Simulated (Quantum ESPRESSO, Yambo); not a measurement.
# BaS (Fm-3m): G0W0 with Yambo, start to end, part 3 of 3

Aim: the G0W0 gap of BaS (Fm-3m) on PBE, step by step.

Quantum ESPRESSO 7.5 and Yambo 5.3.0; PBE and many-body steps on it, plane waves. Known limits of the many-body steps: not at the basis limit; no spin-orbit coupling.

So far. Step 3 (Bands along the symmetry lines): The gap is 2.146 eV, as in the run before at this level. Step 4 (Empty states on the mesh, 4×4×4 mesh, 178 bands): On this mesh the gap is 2.146 eV.

## 6. Screening and self-energy, 4×4×4 mesh, 178 bands, screening to 176.9 eV

Now the one-shot GW correction: screening in the RPA, then the self-energy of the levels asked for.

This step: G0W0 on PBE, plane waves, norm-conserving pseudopotentials.

Input file gw1.in:

```
HF_and_locXC
gw0
dyson
ppa
em1d
rim_cut
RandQpts= 1000000
RandGvec= 1 RL
EXXRLvcs= 40 Ry
VXCRLvcs= 160 Ry
Chimod= "HARTREE"
% BndsRnXp
 1 | 178 |
%
NGsBlkXp= 13 Ry
% LongDrXp
 1 | 1 | 1 |
%
% GbndRnge
 1 | 178 |
%
DysSolver= "n"
ExtendOut
PPAPntXp= 27.21138 eV
% QPkrange
 1 | 1 | 7 | 10 |
 7 | 7 | 7 | 10 |
%
```

Run with:

```sh
$ OMP_NUM_THREADS=1 mpirun -n 4 yambo -F gw1.in -J gw1 -C gw1 > gw1.log
```

What it wrote:

```text
 Yambo, version 5.3.0

 [02] CORE Variables Setup
 =========================

  [... cell, symmetries and grids as in the set-up ...]

  [02.05] Energies & Occupations
  ==============================

  [X] === General ===
  [X] Electronic Temperature                        :  0.000000  0.000000 [eV K]
  [X] Bosonic    Temperature                        :  0.000000  0.000000 [eV K]
  [X] Finite Temperature mode                       : no
  [X] El. density                                   :  0.24558E+24 [cm-3]
  [X] Fermi Level                                   :  5.894091 [eV]

  [X] === Gaps and Widths ===
  [X] Conduction Band Min                           :  2.146280 [eV]
  [X] Valence Band Max                              :  0.000000 [eV]
  [X] Filled Bands                                  :   8
  [X] Empty Bands                                   :    9  178
  [X] Direct Gap                                    :  2.272370 [eV]
  [X] Direct Gap localized at k                     :   7
  [X] Indirect Gap                                  :  2.146280 [eV]
  [X] Indirect Gap between kpts                     :   1   7
  [X] Last valence band width                       :  1.057937 [eV]
  [X] 1st conduction band width                     :  3.430145 [eV]

 [03] Transferred momenta grid and indexing
 ==========================================

 IBZ Q-points                                      :   8
 BZ  Q-points                                      :   64

 K/Q-points units:
 rlu = crystal or reduced units; cc = cartesian coordinates; iku = interal k-units

 Q [1]          [rlu]:  0.000000  0.000000  0.000000
 Q [2]          [rlu]:  0.74313E-17  0.74313E-17  0.25000
 Q [3]          [rlu]: -0.14863E-16 -0.14863E-16 -0.50000
 Q [4]          [rlu]:  0.74488E-17  0.25000      0.25000
 Q [5]          [rlu]:  0.16929E-16  0.25000      0.50000
 Q [6]          [rlu]: -0.14863E-16  0.25000     -0.25000
 Q [7]          [rlu]: -0.14898E-16 -0.50000     -0.50000
 Q [8]          [rlu]:  0.250000 -0.500000 -0.250000

 [04] Coloumb potential Random Integration (RIM)
 ===============================================

  [04.01] RIM initialization
  ==========================

  * Diagonal components only detected *

  8 x (sBL volume)        :  0.070521 [a.u.]
  sBZ random points       :  1000000
  Points outside the sBZ  :   7987327
  RL volume               :  0.564170 [a.u.]
  Integrated volume       :  0.565065 [a.u.]

  [04.02] RIM integrals
  =====================

  Gamma point sphere radius             :  0.074942 [a.u.]
  Points outside the sphere             :   799513
  [Int_sBZ(q=0) 1/q^2]*(Vol_sBZ)^(-1/3) =:  7.764325
                                 should be <:  7.795600

  Summary of Coulomb integrals for non-metallic bands |Q|[au] RIM/Bare

  Q [1] 0.100000E-4 0.995988 * Q [2] 0.225398 1.066654
  Q [4] 0.260268 1.065697 * Q [6] 0.368074 1.027401
  Q [5] 0.431605 1.020783 * Q [3] 0.450797 1.018057
  Q [7] 0.520535 1.014668 * Q [8] 0.581976 1.011636

 [05] Dipoles
 ============

  [05.01] Setup: observables and procedures
  =========================================

 [06] Dynamic Dielectric Matrix (PPA)
 ====================================

 [WR./gw1//ndb.pp]---------------------------------------------------------------
  Brillouin Zone Q/K grids (IBZ/BZ)                :    8   64    8   64
  RL vectors                                       :  2421 [WF]
  Coulomb cutoff potential                         : none
  Electronic Temperature                           :  0.000000 [K]
  Bosonic    Temperature                           :  0.000000 [K]
  PPA    diel. fun.  energies                      : Perdew, Burke & Ernzerhof(X)+Perdew, Burke & Ernzerhof(C)
  wavefunctions                                    : Perdew, Burke & Ernzerhof(X)+Perdew, Burke & Ernzerhof(C)
  Global Gauge                                     : length
  X matrix size                                    :   339
  X band range                                     :    1  178
  X e/h energy range                               : -1.000000 -1.000000 [eV]
  X Time ordering                                  : R
  X Hxc Kernel                                     : HARTREE
  X Drude frequency                                :  0.000000  0.000000
  X poles                                          :  100.0000 [o/o]
  RL vectors in the sum                            :  2421
  [r,Vnl] included                                 : yes
  Field direction                                  :  0.577350E-5  0.577350E-5  0.577350E-5
  BZ energy Double Grid                            : no
  BZ energy DbGd points                            : 0
  BZ Q point size factor                           : -1.000000
  X Optical Averaged directions                    : none

 [07] Local Exchange-Correlation + Non-Local Fock
 ================================================

 [VXC] Plane waves :  15065
 [EXS] Plane waves :  1917

 QP @ state[ 1 ] K range:  1  1
 QP @ state[ 1 ] b range:   7  10
 QP @ state[ 2 ] K range:   7   7
 QP @ state[ 2 ] b range:   7  10

 [xc] Functional : Perdew, Burke & Ernzerhof(X)+Perdew, Burke & Ernzerhof(C)
 [xc] LIBXC used to calculate xc functional
  PP Number of Atomic Species                      :  2
  NLCC RL compoments                               :  15065
  PP Number of Atomic Species                      :  2
  NLCC RL compoments                               :  15065

 [xc] E_xc :  -6.043476 [Ha]
      E_xc :  -12.08695 [Ry]

  Local XC kind (lXC) : Perdew, Burke & Ernzerhof(X)+Perdew, Burke & Ernzerhof(C)
  Non-Local XC kind (nlXC) : Hartree-Fock

  Corrections @ K [1] :  [eV]
 <7|nlXC|7> = -15.67957 -0.36670E-17 <7|lXC|7> = -12.60175 -0.22082E-21
 <8|nlXC|8> = -15.67959  0.53281E-17 <8|lXC|8> = -12.60175 -0.16629E-20
 <9|nlXC|9> = -4.019332  0.16281E-17 <9|lXC|9> = -7.958255  0.10102E-19
 <10|nlXC|10> = -4.535539 -0.67756E-18 <10|lXC|10> = -8.922664 -0.23151E-20

  Corrections @ K [7] :  [eV]
 <7|nlXC|7> = -15.67191 -0.92964E-17 <7|lXC|7> = -12.53318 -0.18882E-15
 <8|nlXC|8> = -15.67183 -0.32679E-17 <8|lXC|8> = -12.53318  0.18883E-15
 <9|nlXC|9> = -4.204415 -0.99635E-18 <9|lXC|9> = -7.957322  0.47200E-16
 <10|nlXC|10> = -6.058090  0.41701E-17 <10|lXC|10> = -10.95390 -0.28323E-15

 [08] Dyson equation: Newton solver
 ==================================

  [08.01] G0W0 (W PPA)
  ====================

  [  GW  ] Bands range     :    1  178
  [GW/PPA] G damping       :  0.100000 [eV]

  QP @ state[ 1 ] K range:  1  1
  QP @ state[ 1 ] b range:   7  10
  QP @ state[ 2 ] K range:   7   7
  QP @ state[ 2 ] b range:   7  10

   Sc/G bands                                       :    1  178
   Sc/G damping                                     :  0.100000 ev
   Sc bands terminator                              : no
   Sx RL components                                 :  1917

   QP @ state[ 1 ] K range                          :  1  1
   QP @ state[ 1 ] b range                          :   7  10
   QP @ state[ 2 ] K range                          :   7   7
   QP @ state[ 2 ] b range                          :   7  10
   GF energies kind                                 : Perdew, Burke & Ernzerhof(X)+Perdew, Burke & Ernzerhof(C)
   GF WF`s kind                                     : Perdew, Burke & Ernzerhof(X)+Perdew, Burke & Ernzerhof(C)
   Xs energies kind                                 : Perdew, Burke & Ernzerhof(X)+Perdew, Burke & Ernzerhof(C)
   Xs WF`s kind                                     : Perdew, Burke & Ernzerhof(X)+Perdew, Burke & Ernzerhof(C)

 [11] Game Over & Game summary
```

Run time: 2.3 min. Hardware: 4 MPI ranks of Arm Neoverse V1, shared host; peak memory 1.4 GiB; 9.2 min of CPU time.

Numbers from this step:

* G0W0 gap on the points computed: 3.580 eV
* starting gap on the mesh: 2.146 eV
* k of the valence top: 0, 0, 0
* k of the conduction bottom: 0, -0.5, -0.5
* least direct G0W0 gap on the computed points: 3.724 eV
* Z at the valence top: 0.7899
* Z at the conduction bottom: 0.8334

The gap on the mesh goes from 2.15 eV to 3.58 eV, a correction of +1.43 eV.

Limits: finite bands, cutoff and mesh; no spin-orbit coupling. v1 is the top filled band, c1 the lowest empty one. Levels before and after the correction, in eV, zero at the valence-band top of each column:

|  | conduction bottom | valence top |
| --- | --- | --- |
| Kohn-Sham | 2.15 | 0.00 |
| G0W0 | 3.58 | 0.00 |

|  | level | energy (eV) |
| --- | --- | --- |
| Kohn-Sham | Γ v2-v1 | 0.000 |
| Kohn-Sham | Γ c1 | 3.626 |
| Kohn-Sham | Γ c2 | 3.906 |
| Kohn-Sham | (0 -0.5 -0.5) v2-v1 | -0.126 |
| Kohn-Sham | (0 -0.5 -0.5) c1 | 2.146 |
| Kohn-Sham | (0 -0.5 -0.5) c2 | 5.968 |
| G0W0 | Γ v2-v1 | 0.000 |
| G0W0 | Γ c1 | 4.963 |
| G0W0 | Γ c2 | 5.562 |
| G0W0 | (0 -0.5 -0.5) v2-v1 | -0.144 |
| G0W0 | (0 -0.5 -0.5) c1 | 3.580 |
| G0W0 | (0 -0.5 -0.5) c2 | 7.898 |

## 7. Where the time went

Times are wall times on the hardware named with each run, good to a factor of about two.

| step | time | share | memory (GiB) |
| --- | --- | --- | --- |
| ground state | 3 s | 2 % | 0.2 |
| bands along the symmetry lines | 2.9 s | 2 % | 0.18 |
| empty states on the mesh | 8.9 s | 6 % | 0.3 |
| conversion and set-up | 2.1 s | 1 % | 0.24 |
| screening and self-energy | 2.3 min | 89 % | 1.4 |

## 8. Results

- PBE gap: 2.15 eV, indirect
- G0W0 gap on the mesh: 3.58 eV
- GW settings: 4×4×4 mesh, 178 bands, screening to 176.9 eV, Godby-Needs plasmon pole
- known limits: not at the basis limit; no spin-orbit coupling

**Reading.** G0W0 moves the gap on the mesh from 2.15 eV to 3.58 eV (+1.43 eV), with Z of 0.79 and 0.83 at the edges. Only 2 of the mesh's irreducible points were corrected, so a valley elsewhere could overtake. The dearest step here is «screening and self-energy». Bands and cutoff are finite, so the gap is not at the basis limit. The miss can reach some tenths of an eV and take either sign; the mesh is an error of its own. In the G0W0 run levels were corrected at 2 k points alone, so a gap called «on the mesh» is the least over those, and an edge elsewhere would be missed. The many-body steps are scalar-relativistic: spin-orbit coupling is not in them.

[Paths, hosts, dates, memory and timing lines, banners, echoed tables and standing remarks are left out of the program output.]

[Logs are printed without paths, hosts, clocks, repeated set-up lines and the standing remarks that a program may print on its own settings, such as how far it seeks lower states.]

[Runs of the session that timed out or met a known fault of the program may be left out.]

[Hosts, paths, dates, database ids (printed as entryN), source tags and the programs' standing remarks are cut or masked in the printed files.]
